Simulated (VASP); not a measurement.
# AlPt (Pm-3m) in VASP: further runs

The runs below take AlPt through single point, relaxation of cell and atoms, with PBEsol.

Program: VASP 6.6.1. These are calculated values, not measurements. Logs are shortened: lines on timing, memory, paths and dates and some standing lists are left out, and cuts for length are marked.

**1. Starting point**

The structure is cubic, space group Pm-3m (No. 221). Conventional cell: a = 3.060 Å, b = 3.060 Å, c = 3.060 Å, α = 90.00°, β = 90.00°, γ = 90.00°. Al (site symmetry m-3m) has 8 Pt at 2.65 Å as nearest neighbours. Pt (site symmetry m-3m) is surrounded by 8 Al at 2.65 Å.

Measurements of this composition are mostly on another form, of space group No. 198.

**2. Single point, PBEsol (the relaxed cell repeated 2 times)**

INCAR

```
PREC = Accurate
ENCUT = 520
EDIFF = 1E-7
ISMEAR = 0
SIGMA = 0.15
LREAL = F
LASPH = T
NELM = 100
ALGO = Fast
ISIF = 2
LWAVE = F
LCHARG = F
GGA = PS
NBANDS = 21
```

KPOINTS

```
regular mesh
0
Gamma
  12 12 6
```

POSCAR

```
AlPt
1.0
    3.0601616564      0.0000000000      0.0000000000
    0.0000000000      3.0601616564      0.0000000000
    0.0000000000      0.0000000000      6.1203233127
Al Pt
2 2
Direct
    0.0000000000      0.0000000000      0.5000000000
    0.0000000000      0.0000000000      0.0000000000
    0.5000000000      0.5000000000      0.2500000000
    0.5000000000      0.5000000000      0.7500000000
```

Potentials or basis: VASP PAW PBE potentials, release 64 (Al, Pt).

On the command line:

```
$ cat potpaw_PBE.64/Al/POTCAR potpaw_PBE.64/Pt/POTCAR > POTCAR
$ mpirun -np 1 vasp_std > vasp.out
```

OUTCAR:

```text
PREC = Accurate
   ENCUT = 520
   EDIFF = 1E-7
   ISMEAR = 0
   LREAL = F
   LASPH = T
   NELM = 100
   ISIF = 2
   GGA = PS

 ion  position               nearest neighbor table
   1  0.000  0.000  0.500-   3 2.65   4 2.65   3 2.65   4 2.65   3 2.65   4 2.65   3 2.65   4 2.65
                             2 3.06   2 3.06
   2  0.000  0.000  0.000-   3 2.65   4 2.65   3 2.65   4 2.65   3 2.65   4 2.65   3 2.65   4 2.65
                             1 3.06   1 3.06
   3  0.500  0.500  0.250-   1 2.65   2 2.65   1 2.65   2 2.65   1 2.65   2 2.65   1 2.65   2 2.65
                             4 3.06   4 3.06
   4  0.500  0.500  0.750-   1 2.65   2 2.65   1 2.65   2 2.65   1 2.65   2 2.65   1 2.65   2 2.65
                             3 3.06   3 3.06

  LATTYP: Found a simple tetragonal cell.
 ALAT       =     3.0601616564
 C/A-ratio  =     2.0000000000

  Lattice vectors:

 A1 = (   3.0601616564,   0.0000000000,   0.0000000000)
 A2 = (   0.0000000000,   3.0601616564,   0.0000000000)
 A3 = (   0.0000000000,   0.0000000000,   6.1203233127)

Analysis of symmetry for initial positions (statically):
=====================================================================
 Subroutine PRICEL returns following result:

  LATTYP: Found a simple cubic cell.
 ALAT       =     3.0601616564

  Lattice vectors:

 A1 = (   3.0601616564,   0.0000000000,   0.0000000000)
 A2 = (   0.0000000000,   3.0601616564,   0.0000000000)
 A3 = (   0.0000000000,   0.0000000000,   3.0601616564)

   2 primitive cells build up your supercell.

 Routine SETGRP: Setting up the symmetry group for a
 simple tetragonal supercell.

 Subroutine GETGRP returns: Found 16 space group operations
 (whereof 16 operations were pure point group operations)
 out of a pool of 16 trial point group operations.

The static configuration has the point symmetry D_4h.

Analysis of symmetry for dynamics (positions and initial velocities):
=====================================================================
 Subroutine PRICEL returns following result:

  LATTYP: Found a simple cubic cell.
 ALAT       =     3.0601616564

  Lattice vectors:

 A1 = (   3.0601616564,   0.0000000000,   0.0000000000)
 A2 = (   0.0000000000,   3.0601616564,   0.0000000000)
 A3 = (   0.0000000000,   0.0000000000,   3.0601616564)

   2 primitive cells build up your supercell.

 Routine SETGRP: Setting up the symmetry group for a
 simple tetragonal supercell.

 Subroutine GETGRP returns: Found 16 space group operations
 (whereof 16 operations were pure point group operations)
 out of a pool of 16 trial point group operations.

The dynamic configuration has the point symmetry D_4h.

 Subroutine INISYM returns: Found 16 space group operations
 (whereof 16 operations are pure point group operations),
 and found     2 'primitive' translations

----------------------------------------------------------------------------------------

                                     Primitive cell

  volume of cell :      28.6572

  direct lattice vectors                    reciprocal lattice vectors
     3.060161656  0.000000000  0.000000000     0.326780122  0.000000000  0.000000000
     0.000000000  3.060161656  0.000000000     0.000000000  0.326780122  0.000000000
     0.000000000  0.000000000  3.060161656     0.000000000  0.000000000  0.326780122

  length of vectors
     3.060161656  3.060161656  3.060161656     0.326780122  0.326780122  0.326780122

  position of ions in fractional coordinates (direct lattice)
     0.000000000  0.000000000  1.000000000
     0.500000000  0.500000000  0.500000000

  ion indices of the primitive-cell ions
   primitive index   ion index
                 1           1
                 2           3

----------------------------------------------------------------------------------------

 KPOINTS: regular mesh

Automatic generation of k-mesh.
 Grid dimensions read from file:
 generate k-points for:   12   12    6

 Generating k-lattice:

  Cartesian coordinates                     Fractional coordinates (reciprocal lattice)
[... 46 lines left out ...]
 maximum number of plane-waves:      1572
 NGX is ok and might be reduce to    24

 number of electron      25.9999994 magnetization

 Free energy of the ion-electron system (eV)
  ---------------------------------------------------
  ext. energy  EPLUGINS =         0.00000000
  ---------------------------------------------------
  free energy    TOTEN  =       -25.88132597 eV

  energy without entropy =      -25.86792953  energy(sigma->0) =      -25.87462775

 E-fermi :  11.1320     XC(G=0): -12.3509

 val. band max:       11.0415148561   @ k =   0.4167   0.1667   0.3333
 cond. band min:      11.1494253087   @ k =   0.3333   0.3333   0.0000
 fundamental gap:      0.1079104525
 Fermi energy:        11.1320187781

 k-point     1 :       0.0000    0.0000    0.0000
  band No.  band energies     occupation
      1      -0.7369      2.00000
      2       2.7388      2.00000
      3       3.9359      2.00000
      4       5.2919      2.00000
      5       5.2919      2.00000
      6       5.9076      2.00000
[... 13 lines left out ...]
     20      20.2650      0.00000
     21      20.2650      0.00000

 k-point     2 :       0.0833    0.0000    0.0000
  band No.  band energies     occupation
      1      -0.6065      2.00000
      2       2.8828      2.00000
      3       3.8912      2.00000
      4       5.3291      2.00000
      5       5.3405      2.00000
      6       5.9752      2.00000
[... 13 lines left out ...]
     20      20.0566      0.00000
     21      20.5919      0.00000

 k-point     3 :       0.1667    0.0000    0.0000
  band No.  band energies     occupation
      1      -0.2228      2.00000
      2       3.2956      2.00000
      3       3.7675      2.00000
      4       5.4333      2.00000
      5       5.4439      2.00000
      6       6.1750      2.00000
[... 13 lines left out ...]
     20      20.2316      0.00000
     21      20.8248      0.00000
[... 457 lines left out ...]
 k-point    23 :       0.3333    0.3333    0.0000
  band No.  band energies     occupation
      1       2.7229      2.00000
      2       4.0350      2.00000
      3       4.8583      2.00000
      4       4.9592      2.00000
      5       5.0548      2.00000
      6       6.7811      2.00000
[... 13 lines left out ...]
     20      17.2647      0.00000
     21      19.8926      0.00000

 k-point    24 :       0.4167    0.3333    0.0000
  band No.  band energies     occupation
      1       3.2163      2.00000
      2       4.1030      2.00000
      3       4.6839      2.00000
      4       4.8381      2.00000
      5       4.8978      2.00000
      6       6.9347      2.00000
[... 13 lines left out ...]
     20      17.5813      0.00000
     21      19.1390      0.00000

 [... further k-points ...]

------------------------ aborting loop because EDIFF is reached ----------------------------------------

  FORCE on cell =-STRESS in cart. coord.  units (eV):
  Direction    XX          YY          ZZ          XY          YZ          ZX
  --------------------------------------------------------------------------------------
  -------------------------------------------------------------------------------------
  Total        0.0080506      0.0080506      0.0079843      0.0000000      0.0000000      0.0000000
  in kB        0.2250484      0.2250484      0.2231955      0.0000000      0.0000000      0.0000000
  external PRESSURE =       0.2244308 kB  Pullay stress =       0.0000000 kB

 VOLUME and BASIS-vectors are now :
 -----------------------------------------------------------------------------
  energy-cutoff  :      520.00
  volume of cell :       57.31
      direct lattice vectors                 reciprocal lattice vectors
     3.060161656  0.000000000  0.000000000     0.326780122  0.000000000  0.000000000
     0.000000000  3.060161656  0.000000000     0.000000000  0.326780122  0.000000000
     0.000000000  0.000000000  6.120323313     0.000000000  0.000000000  0.163390061

 POSITION                                       TOTAL-FORCE (eV/Angst)
 -----------------------------------------------------------------------------------
      0.00000      0.00000      3.06016        -0.000000      0.000000     -0.000000
      0.00000      0.00000      0.00000        -0.000000      0.000000      0.000000
      1.53008      1.53008      1.53008         0.000000     -0.000000      0.000000
      1.53008      1.53008      4.59024         0.000000     -0.000000      0.000000
 -----------------------------------------------------------------------------------
    total drift:                                0.000000     -0.000000     -0.000000

  FREE ENERGIE OF THE ION-ELECTRON SYSTEM (eV)
  ---------------------------------------------------
  free  energy   TOTEN  =       -25.8813259711 eV

  energy  without entropy=      -25.8679295320  energy(sigma->0) =      -25.87462775
```

Run time: 2 min. Hardware: 1 thread of Intel Xeon Platinum 8488C (Sapphire Rapids), shared host; peak memory 0.24 GiB.

What came out:

```
Free energy            : -25.8813 eV
Pressure               : 0.0 GPa
Band gap on the k mesh : none (metal or under the smearing width)
```

Levels at points of the mesh, in eV from the Fermi level:
| k point | band 9 | band 10 | band 11 | band 12 | band 13 | band 14 | band 15 | band 16 | band 17 | band 18 |
| --- | --- | --- | --- | --- | --- | --- | --- | --- | --- | --- |
| (0.00, 0.00, 0.00) | -2.72 | -2.72 | -2.72 | -2.51 | -0.93 | 3.88 | 3.88 | 3.88 | 6.05 | 8.62 |
| (0.50, 0.00, 0.00) | -3.85 | -3.25 | -3.25 | -2.51 | -1.43 | -0.93 | 1.00 | 3.59 | 6.05 | 8.58 |
| (0.50, 0.50, 0.00) | -3.25 | -1.43 | -1.35 | -1.35 | 0.72 | 1.00 | 1.71 | 1.71 | 1.71 | 3.59 |
| (0.00, 0.00, 0.50) | -3.56 | -3.56 | -2.62 | -2.62 | 0.37 | 0.37 | 5.69 | 5.69 | 5.69 | 5.69 |
| (0.50, 0.00, 0.50) | -3.82 | -3.82 | -3.25 | -3.25 | -0.94 | -0.94 | 4.09 | 4.09 | 5.13 | 5.13 |
| (0.50, 0.50, 0.50) | -1.39 | -1.39 | -0.50 | -0.50 | -0.50 | -0.50 | 1.18 | 1.18 | 2.31 | 2.31 |

Caveat: the PAW data sets were made with another functional, which shifts forces and pressure a little.

**3. Single point, PBEsol**

This run uses another cell than the first one: it holds 2 atoms, not 4.

INCAR

```
SYSTEM = AlPt
PREC = Accurate ; ENCUT = 520
EDIFF = 1E-6 ; ISMEAR = 0
SIGMA = 0.15 ; LREAL = .False.
LASPH = .True. ; NELM = 100
ALGO = Normal ; ISIF = 2
LWAVE = .False. ; LCHARG = .True.
GGA = PS ; LELF = .True.
LVHAR = .True. ; NBANDS = 14
```

KPOINTS

```
Automatic mesh
0
Gamma
  12 12 12
  0 0 0
```

POSCAR

```
AlPt
1.0
    3.0601616564      0.0000000000      0.0000000000
    0.0000000000      3.0601616564      0.0000000000
    0.0000000000      0.0000000000      3.0601616564
Al Pt
1 1
Direct
    0.0000000000      0.0000000000      0.0000000000
    0.5000000000      0.5000000000      0.5000000000
```

Potentials or basis: VASP PAW PBE potentials, release 64 (Al, Pt).

On the command line:

```
$ cat potpaw_PBE.64/Al/POTCAR potpaw_PBE.64/Pt/POTCAR > POTCAR
$ mpirun -np 1 vasp_std > vasp.out
```

Run time: 21 s. Hardware: 1 thread of Intel Xeon Platinum 8488C (Sapphire Rapids), shared host; peak memory 0.16 GiB.

It converged, with:

| Quantity | Value |
| --- | --- |
| Free energy | -12.9407 eV |
| Pressure | 0.0 GPa |
| Band gap on the k mesh | none (metal or under the smearing width) |

Levels at points of the mesh, in eV from the Fermi level:
```tsv
k point	band 4	band 5	band 6	band 7	band 8	band 9
(0.00, 0.00, 0.00)	-2.72	-2.72	-2.72	3.88	3.88	3.88
(0.50, 0.00, 0.00)	-4.21	-4.21	-2.51	-0.93	6.05	8.62
(0.50, 0.50, 0.00)	-3.85	-3.25	-3.25	-1.43	1.00	3.59
(0.50, 0.50, 0.50)	-1.35	-1.35	0.72	1.71	1.71	1.71
```

Caveat: the PAW data sets were made with another functional, which shifts forces and pressure a little. Spin-orbit coupling is left out, which matters for the levels of Pt.

**4. Single point, PBEsol**

This run uses another cell than the first one: it holds 2 atoms, not 4.

INCAR

```
SYSTEM = AlPt
PREC     = Accurate       ! precision mode
ENCUT    = 520            ! plane-wave cutoff, eV
EDIFF    = 1E-7           ! SCF threshold, eV
ISMEAR   = 0              ! smearing method
SIGMA    = 0.1            ! smearing width, eV
LREAL    = .False.        ! projectors in reciprocal space
LASPH    = .True.         ! aspherical terms in the spheres
NELM     = 100            ! most SCF steps
ALGO     = Fast           ! electronic algorithm
ISIF     = 2              ! what is computed and relaxed
LWAVE    = .False.        ! write WAVECAR
LCHARG   = .False.        ! write CHGCAR
GGA      = PS             ! functional
NBANDS   = 14             ! bands
```

KPOINTS

```
Automatic mesh
0
Gamma
  14 14 14
  0 0 0
```

POSCAR is that of step 3.

On the command line:

```
$ cat potpaw_PBE.64/Al/POTCAR potpaw_PBE.64/Pt/POTCAR > POTCAR
$ mpirun -np 1 vasp_std > vasp.out
```

It took 37 s on 1 thread of Intel Xeon Platinum 8488C (Sapphire Rapids), shared host; peak memory 0.17 GiB.

Results (log left out):

```yaml
Free_energy: -12.9340 eV
Pressure: -0.1 GPa
Band_gap_on_the_k_mesh: none (metal or under the smearing width)
```

Levels at points of the mesh, in eV from the Fermi level:
| k point | band 5 | band 6 | band 7 | band 8 | band 9 | band 10 |
| --- | --- | --- | --- | --- | --- | --- |
| (0.00, 0.00, 0.00) | -2.70 | -2.70 | 3.91 | 3.91 | 3.91 | 9.15 |
| (0.50, 0.00, 0.00) | -4.19 | -2.50 | -0.91 | 6.07 | 8.64 | 8.64 |
| (0.50, 0.50, 0.00) | -3.23 | -3.23 | -1.42 | 1.02 | 3.61 | 8.60 |
| (0.50, 0.50, 0.50) | -1.34 | 0.74 | 1.73 | 1.73 | 1.73 | 4.97 |

Caveat: the PAW data sets were made with another functional, which shifts forces and pressure a little.

**5. Relaxation of cell and atoms, PBEsol**

This run uses another cell than the first one, of 14.77 Å³/atom, 1.031 times its volume.

INCAR

```
  ALGO = Normal
  EDIFF = 1E-7
  EDIFFG = -0.005
  ENCUT = 600
  GGA = PS
  IBRION = 2
  ISIF = 3
  ISMEAR = 0
  LASPH = T
  LCHARG = F
  LREAL = F
  LWAVE = F
  NELM = 100
  NSW = 100
  PREC = Accurate
  SIGMA = 0.1
```

KPOINTS

```
k-points
0
Gamma
  14 14 14
```

POSCAR

```
AlPt
1.0
    3.0915460000      0.0000000000      0.0000000000
    0.0000000000      3.0915460000      0.0000000000
    0.0000000000      0.0000000000      3.0915460000
Al Pt
1 1
Direct
    0.0000000000      0.0000000000      0.0000000000
    0.5000000000      0.5000000000      0.5000000000
```

On the command line:

```
$ cat potpaw_PBE.64/Al/POTCAR potpaw_PBE.64/Pt/POTCAR > POTCAR
$ mpirun -np 1 vasp_std > vasp.out
```

It took 97 s on 1 thread of Intel Xeon Platinum 8488C (Sapphire Rapids), shared host; peak memory 0.2 GiB.

Results (log left out):

```yaml
Free_energy: -12.9339 eV
Relaxed_volume: 14.32 Å³/atom
Relaxed_cell: a = 3.060 Å, b = 3.060 Å, c = 3.060 Å, α = 90.00°, β = 90.00°, γ = 90.00°
Space_group_after_relaxing_to_0.05_Å: Pm-3m (No. 221)
Energy_gained_by_relaxing: 8.3 meV/atom
Ionic_steps: 4
Pressure_after_relaxing: 0.0 GPa
Band_gap_on_the_k_mesh: none (metal or under the smearing width)
```

The path:
```
step  energy change (eV)  largest force (eV/Å)  pressure (GPa)  volume (Å³)
   1              0.0000                0.0000           -5.76        29.55
   2              0.0255                0.0000           10.68        27.33
   3             -0.0165                0.0000           -0.07        28.67
   4             -0.0165                0.0000            0.04        28.65
```

Final structure:
```cif
data_structure
_symmetry_space_group_name_H-M 'P 1'
_symmetry_Int_Tables_number 1
_cell_length_a 3.0599
_cell_length_b 3.0599
_cell_length_c 3.0599
_cell_angle_alpha 90.000
_cell_angle_beta 90.000
_cell_angle_gamma 90.000
_cell_volume 28.65
loop_
_atom_site_label
_atom_site_type_symbol
_atom_site_fract_x
_atom_site_fract_y
_atom_site_fract_z
_atom_site_occupancy
Al1 Al 0.00000 0.00000 0.00000 1
Pt1 Pt 0.50000 0.50000 0.50000 1
```

Levels at points of the mesh, in eV from the Fermi level:
```csv
k point,band 4,band 5,band 6,band 7,band 8,band 9,band 10
"(0.00, 0.00, 0.00)",-2.70,-2.70,-2.70,3.91,3.91,3.91,9.16
"(0.50, 0.00, 0.00)",-4.19,-4.19,-2.50,-0.91,6.07,8.64,8.64
"(0.50, 0.50, 0.00)",-3.84,-3.23,-3.23,-1.42,1.02,3.61,8.60
"(0.50, 0.50, 0.50)",-1.34,-1.34,0.74,1.73,1.73,1.73,4.97
```

Caveat: the PAW data sets were made with another functional, which shifts forces and pressure a little.

**6. Single point, PBEsol**

This run uses another cell than the first one, of 14.77 Å³/atom, 1.031 times its volume.

INCAR

```
SYSTEM = AlPt
ALGO     = Normal         ! electronic algorithm
EDIFF    = 1E-6           ! SCF threshold, eV
ENCUT    = 520            ! plane-wave cutoff, eV
GGA      = PS             ! functional
ISIF     = 2              ! what is computed and relaxed
ISMEAR   = 0              ! smearing method
LASPH    = .TRUE.         ! aspherical terms in the spheres
LCHARG   = .FALSE.        ! write CHGCAR
LREAL    = .FALSE.        ! projectors in reciprocal space
LWAVE    = .FALSE.        ! write WAVECAR
NBANDS   = 14             ! bands
NELM     = 100            ! most SCF steps
PREC     = Accurate       ! precision mode
SIGMA    = 0.1            ! smearing width, eV
```

KPOINTS

```
k-points
0
G
  6 6 6
  0 0 0
```

POSCAR is that of step 5.

Potentials or basis: VASP PAW PBE potentials, release 64 (Al, Pt).

On the command line:

```
$ cat potpaw_PBE.64/Al/POTCAR potpaw_PBE.64/Pt/POTCAR > POTCAR
$ mpirun -np 1 vasp_std > vasp.out
```

It used 4.8 s of CPU time on 1 thread of Intel(R) Xeon(R) Platinum 8488C (Sapphire Rapids), on a shared host, which was overloaded at the time.

It converged, with:

```
Free energy            : -12.9048 eV
Pressure               : -5.5 GPa
Band gap on the k mesh : none (metal or under the smearing width)
```

Levels at points of the mesh, in eV from the Fermi level:
```
           k point  band 2  band 3  band 4  band 5  band 6  band 7  band 8  band 9  band 10  band 11
(0.00, 0.00, 0.00)   -5.57   -5.57   -2.61   -2.61   -2.61    3.87    3.87    3.87     9.06     9.06
(0.50, 0.00, 0.00)   -7.00   -4.98   -4.03   -4.03   -2.41   -0.90    6.16    8.58     8.58    10.18
(0.50, 0.50, 0.00)   -5.53   -3.68   -3.68   -3.09   -3.09   -1.39    0.96    3.40     8.45    12.16
(0.50, 0.50, 0.50)   -6.39   -6.39   -1.31   -1.31    0.65    1.79    1.79    1.79     4.75     6.02
```

Caveat: the PAW data sets were made with another functional, which shifts forces and pressure a little. Spin-orbit coupling is left out, which matters for the levels of Pt.

**7. Summary**

| task | cell | k mesh | cutoff (eV) | smearing | gap on the mesh (eV) | pressure (GPa) |
| --- | --- | --- | --- | --- | --- | --- |
| single point | the relaxed cell repeated 2 times | 12 × 12 × 6 | 520 | gaussian 0.15 eV | none | 0.0 |
| single point | Pm-3m, 14.33 Å³/atom | 12 × 12 × 12 | 520 | gaussian 0.15 eV | none | 0.0 |
| single point | Pm-3m, 14.33 Å³/atom | 14 × 14 × 14 | 520 | gaussian 0.1 eV | none | -0.1 |
| relaxation of cell and atoms | relaxed | 14 × 14 × 14 | 600 | gaussian 0.1 eV | none | 0.0 |
| single point | Pm-3m, 14.77 Å³/atom | 6 × 6 × 6 | 520 | gaussian 0.1 eV | none | -5.5 |

Alike in all rows: level PBEsol; potentials or basis VASP PAW PBE potentials, release 64 (Al, Pt); no spin polarisation.

Every run on the cell as given and a fine mesh finds a metal.

Caveats: the PAW data sets were made with another functional, which shifts forces and pressure a little.

Total energies depend on the potentials used, so only differences within one code and one set of settings carry meaning.
